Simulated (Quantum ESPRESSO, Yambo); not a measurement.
# Quasiparticle gap of AlAs (F-43m) in Yambo, part 3 of 3

Aim: the G0W0 gap of AlAs (F-43m) on PBE, step by step.

Quantum ESPRESSO 7.5 and Yambo 5.3.0; PBE and many-body steps on it, plane waves. Known limits of the many-body steps: not at the basis limit; exchange with frozen shells missing; no spin-orbit coupling; coarse k mesh.

So far. Step 3 (Bands along the symmetry lines): The gap is 1.436 eV, as in the run before at this level. Step 4 (Empty states on the mesh, 4×4×4 mesh, 300 bands): On this mesh the gap is 1.436 eV.

**6. Screening and self-energy, 4×4×4 mesh, 300 bands, screening to 217.7 eV**

G0W0 replaces the xc potential by the self-energy, built once from these orbitals. Only a window of levels is corrected, while the sums run over the empty bands that the input names.

This step: G0W0 on PBE, plane waves, norm-conserving pseudopotentials.

Input file gw3.in:

```
HF_and_locXC
gw0
dyson
ppa
em1d
rim_cut
RandQpts= 1000000
RandGvec= 1 RL
EXXRLvcs= 76 Ry
VXCRLvcs= 304 Ry
Chimod= "HARTREE"
% BndsRnXp
 1 | 300 |
%
NGsBlkXp= 16 Ry
% LongDrXp
 1 | 1 | 1 |
%
% GbndRnge
 1 | 300 |
%
DysSolver= "n"
ExtendOut
PPAPntXp= 27.21138 eV
% QPkrange
 1 | 1 | 8 | 11 |
 7 | 7 | 8 | 11 |
%
```

Run with:

```sh
$ OMP_NUM_THREADS=1 mpirun -n 4 yambo -F gw3.in -J gw3 -C gw3 > gw3.log
```

The log of the run:

```text
 Yambo, version 5.3.0

 [02] CORE Variables Setup
 =========================

  [... cell, symmetries and grids as in the set-up ...]

  [02.05] Energies & Occupations
  ==============================

  [X] === General ===
  [X] Electronic Temperature                        :  0.000000  0.000000 [eV K]
  [X] Bosonic    Temperature                        :  0.000000  0.000000 [eV K]
  [X] Finite Temperature mode                       : no
  [X] El. density                                   :  0.39692E+24 [cm-3]
  [X] Fermi Level                                   :  6.505537 [eV]

  [X] === Gaps and Widths ===
  [X] Conduction Band Min                           :  1.436385 [eV]
  [X] Valence Band Max                              :  0.000000 [eV]
  [X] Filled Bands                                  :   9
  [X] Empty Bands                                   :   10  300
  [X] Direct Gap                                    :  2.044983 [eV]
  [X] Direct Gap localized at k                     :  1
  [X] Indirect Gap                                  :  1.436385 [eV]
  [X] Indirect Gap between kpts                     :   1   7
  [X] Last valence band width                       :  2.822646 [eV]
  [X] 1st conduction band width                     :  2.893489 [eV]

 [03] Transferred momenta grid and indexing
 ==========================================

 IBZ Q-points                                      :   8
 BZ  Q-points                                      :   64

 K/Q-points units:
 rlu = crystal or reduced units; cc = cartesian coordinates; iku = interal k-units

 Q [1]          [rlu]:  0.000000  0.000000  0.000000
 Q [2]          [rlu]:  0.81056E-17  0.81056E-17  0.25000
 Q [3]          [rlu]: -0.16211E-16 -0.16211E-16 -0.50000
 Q [4]          [rlu]: -0.97223E-17  0.25000      0.25000
 Q [5]          [rlu]:  0.15221E-16  0.25000      0.50000
 Q [6]          [rlu]: -0.71722E-16  0.25000     -0.25000
 Q [7]          [rlu]:  0.19445E-16 -0.50000     -0.50000
 Q [8]          [rlu]:  0.250000 -0.500000 -0.250000

 [04] Coloumb potential Random Integration (RIM)
 ===============================================

  [04.01] RIM initialization
  ==========================

  * Diagonal components only detected *

  8 x (sBL volume)        :  0.101316 [a.u.]
  sBZ random points       :  1000000
  Points outside the sBZ  :   7968281
  RL volume               :  0.810531 [a.u.]
  Integrated volume       :  0.813757 [a.u.]

  [04.02] RIM integrals
  =====================

  Gamma point sphere radius             :  0.084562 [a.u.]
  Points outside the sphere             :   800476
  [Int_sBZ(q=0) 1/q^2]*(Vol_sBZ)^(-1/3) =:  7.776341
                                 should be <:  7.795600

  Summary of Coulomb integrals for non-metallic bands |Q|[au] RIM/Bare

  Q [1] 0.100000E-4 0.997530 * Q [2] 0.254334 1.068862
  Q [4] 0.293679 1.067204 * Q [6] 0.415325 1.029264
  Q [5] 0.487012 1.022872 * Q [3] 0.508667 1.020326
  Q [7] 0.587358 1.017560 * Q [8] 0.656687 1.014592

 [05] Dipoles
 ============

  [05.01] Setup: observables and procedures
  =========================================

 [06] Dynamic Dielectric Matrix (PPA)
 ====================================

 [WR./gw3//ndb.pp]---------------------------------------------------------------
  Brillouin Zone Q/K grids (IBZ/BZ)                :    8   64    8   64
  RL vectors                                       :   4279 [WF]
  Coulomb cutoff potential                         : none
  Electronic Temperature                           :  0.000000 [K]
  Bosonic    Temperature                           :  0.000000 [K]
  PPA    diel. fun.  energies                      : Perdew, Burke & Ernzerhof(X)+Perdew, Burke & Ernzerhof(C)
  wavefunctions                                    : Perdew, Burke & Ernzerhof(X)+Perdew, Burke & Ernzerhof(C)
  Global Gauge                                     : length
  X matrix size                                    :   339
  X band range                                     :    1  300
  X e/h energy range                               : -1.000000 -1.000000 [eV]
  X Time ordering                                  : R
  X Hxc Kernel                                     : HARTREE
  X Drude frequency                                :  0.000000  0.000000
  X poles                                          :  100.0000 [o/o]
  RL vectors in the sum                            :   4279
  [r,Vnl] included                                 : yes
  Field direction                                  :  0.577350E-5  0.577350E-5  0.577350E-5
  BZ energy Double Grid                            : no
  BZ energy DbGd points                            : 0
  BZ Q point size factor                           : -1.000000
  X Optical Averaged directions                    : none

 [07] Local Exchange-Correlation + Non-Local Fock
 ================================================

 [VXC] Plane waves :  27317
 [EXS] Plane waves :   3527

 QP @ state[ 1 ] K range:  1  1
 QP @ state[ 1 ] b range:   8  11
 QP @ state[ 2 ] K range:   7   7
 QP @ state[ 2 ] b range:   8  11

 [xc] Functional : Perdew, Burke & Ernzerhof(X)+Perdew, Burke & Ernzerhof(C)
 [xc] LIBXC used to calculate xc functional
  PP Number of Atomic Species                      :  2
  NLCC RL compoments                               :  27317
  PP Number of Atomic Species                      :  2
  NLCC RL compoments                               :  27317

 [xc] E_xc :  -11.78303 [Ha]
      E_xc :  -23.56606 [Ry]

  Local XC kind (lXC) : Perdew, Burke & Ernzerhof(X)+Perdew, Burke & Ernzerhof(C)
  Non-Local XC kind (nlXC) : Hartree-Fock

  Corrections @ K [1] :  [eV]
 <8|nlXC|8> = -15.18115  0.56578E-17 <8|lXC|8> = -12.47958 -0.18882E-15
 <9|nlXC|9> = -15.18119  0.85597E-17 <9|lXC|9> = -12.47958 -0.18882E-15
 <10|nlXC|10> = -7.646070  0.62677E-17 <10|lXC|10> = -11.50547  0.11801E-16
 <11|nlXC|11> = -4.905971 -0.46906E-17 <11|lXC|11> = -9.416382  0.94408E-16

  Corrections @ K [7] :  [eV]
 <8|nlXC|8> = -14.54787  0.12815E-16 <8|lXC|8> = -11.21427  0.47204E-16
 <9|nlXC|9> = -14.54786 -0.44628E-18 <9|lXC|9> = -11.21427 -0.23602E-16
 <10|nlXC|10> = -4.643998 -0.94592E-18 <10|lXC|10> = -8.298672  0.17702E-16
 <11|nlXC|11> = -5.133939 -0.87347E-18 <11|lXC|11> = -8.962423 -0.70806E-16

 [08] Dyson equation: Newton solver
 ==================================

  [08.01] G0W0 (W PPA)
  ====================

  [  GW  ] Bands range     :    1  300
  [GW/PPA] G damping       :  0.100000 [eV]

  QP @ state[ 1 ] K range:  1  1
  QP @ state[ 1 ] b range:   8  11
  QP @ state[ 2 ] K range:   7   7
  QP @ state[ 2 ] b range:   8  11

   Sc/G bands                                       :    1  300
   Sc/G damping                                     :  0.100000 ev
   Sc bands terminator                              : no
   Sx RL components                                 :   3527

   QP @ state[ 1 ] K range                          :  1  1
   QP @ state[ 1 ] b range                          :   8  11
   QP @ state[ 2 ] K range                          :   7   7
   QP @ state[ 2 ] b range                          :   8  11
   GF energies kind                                 : Perdew, Burke & Ernzerhof(X)+Perdew, Burke & Ernzerhof(C)
   GF WF`s kind                                     : Perdew, Burke & Ernzerhof(X)+Perdew, Burke & Ernzerhof(C)
   Xs energies kind                                 : Perdew, Burke & Ernzerhof(X)+Perdew, Burke & Ernzerhof(C)
   Xs WF`s kind                                     : Perdew, Burke & Ernzerhof(X)+Perdew, Burke & Ernzerhof(C)

 [11] Game Over & Game summary
```

The job ended after 5 min (4 MPI ranks of Arm Neoverse V1, shared host; peak memory 2.1 GiB).

Numbers from this step:

```
G0W0 gap on the points computed              : 2.580 eV
starting gap on the mesh                     : 1.436 eV
k of the valence top                         : 0, 0, 0
k of the conduction bottom                   : 0, -0.5, -0.5
least direct G0W0 gap on the computed points : 3.134 eV
Z at the valence top                         : 0.7879
Z at the conduction bottom                   : 0.8052
```

The gap on the mesh goes from 1.44 eV to 2.58 eV, a correction of +1.14 eV.

Limits: finite bands, cutoff and mesh; exchange with frozen shells missing; no spin-orbit coupling; coarse k mesh. v1 is the top filled band, c1 the lowest empty one. The levels before and after the correction (eV, zero at the valence-band top of each column):

|  | conduction bottom | valence top |
| --- | --- | --- |
| Kohn-Sham | 1.44 | 0.00 |
| G0W0 | 2.58 | 0.00 |

|  | level | energy (eV) |
| --- | --- | --- |
| Kohn-Sham | Γ v2-v1 | 0.000 |
| Kohn-Sham | Γ c1 | 2.045 |
| Kohn-Sham | Γ c2 | 4.294 |
| Kohn-Sham | (0 -0.5 -0.5) v2-v1 | -2.173 |
| Kohn-Sham | (0 -0.5 -0.5) c1 | 1.436 |
| Kohn-Sham | (0 -0.5 -0.5) c2 | 2.301 |
| G0W0 | Γ v2-v1 | 0.000 |
| G0W0 | Γ c1 | 3.134 |
| G0W0 | Γ c2 | 5.615 |
| G0W0 | (0 -0.5 -0.5) v2-v1 | -2.168 |
| G0W0 | (0 -0.5 -0.5) c1 | 2.580 |
| G0W0 | (0 -0.5 -0.5) c2 | 3.548 |

**7. Where the time went**

Times are wall times on the hardware named with each run, good to a factor of about two.

| step | time | share | memory (GiB) |
| --- | --- | --- | --- |
| ground state | 6 s | 2 % | 0.24 |
| bands along the symmetry lines | 5 s | 1 % | 0.22 |
| empty states on the mesh | 28 s | 8 % | 0.58 |
| conversion and set-up | 2.7 s | 1 % | 0.25 |
| screening and self-energy | 5 min | 88 % | 2.1 |

**8. Results**

```
PBE gap              : 1.44 eV, indirect
G0W0 gap on the mesh : 2.58 eV
GW settings          : 4×4×4 mesh, 300 bands, screening to 217.7 eV, Godby-Needs plasmon pole
known limits         : not at the basis limit; exchange with frozen shells missing; no spin-orbit coupling; coarse k mesh
```

What this shows: G0W0 moves the gap on the mesh from 1.44 eV to 2.58 eV (+1.14 eV), with Z of 0.79 and 0.81 at the edges. Only 2 of the mesh's irreducible points were corrected, so a valley elsewhere could overtake. The dearest step here is «screening and self-energy». Against experiment, by G0W0@PBE: the direct gap of 3.13 eV lies +0.12 eV from the measured 3.018 eV (direct, 300 K, quoted 2023). An exciton line or allowed optical edge lies below the quasiparticle gap by the binding energy; a forbidden edge can push the onset above it. The calculation has static nuclei and no excitons; a measured gap holds zero-point and thermal motion, which mostly lowers it. Bands and cutoff are finite, so the gap is not at the basis limit. The miss can reach some tenths of an eV and take either sign; the mesh is an error of its own. In the G0W0 run levels were corrected at 2 k points alone, so a gap called «on the mesh» is the least over those, and an edge elsewhere would be missed. The 4×4×4 mesh is coarse for this cell, which bears on the long-range parts of exchange and screening. The norm-conserving file of at least one element keeps a d shell over frozen s and p shells of the same row. Exchange with those shells is missing from the self-energy, an error of 0.3 to 0.9 eV in cases checked, whose sign depends on which edge lies on those atoms. The many-body steps are scalar-relativistic: spin-orbit coupling is not in them.

[Paths, hosts, dates, memory and timing lines, banners, echoed tables and standing remarks are left out of the program output.]

[Logs are printed without paths, hosts, clocks, repeated set-up lines and the standing remarks that a program may print on its own settings, such as how far it seeks lower states.]

[Runs of the session that timed out or met a known fault of the program may be left out.]

[Hosts, paths, dates, database ids (printed as entryN), source tags and the programs' standing remarks are cut or masked in the printed files.]
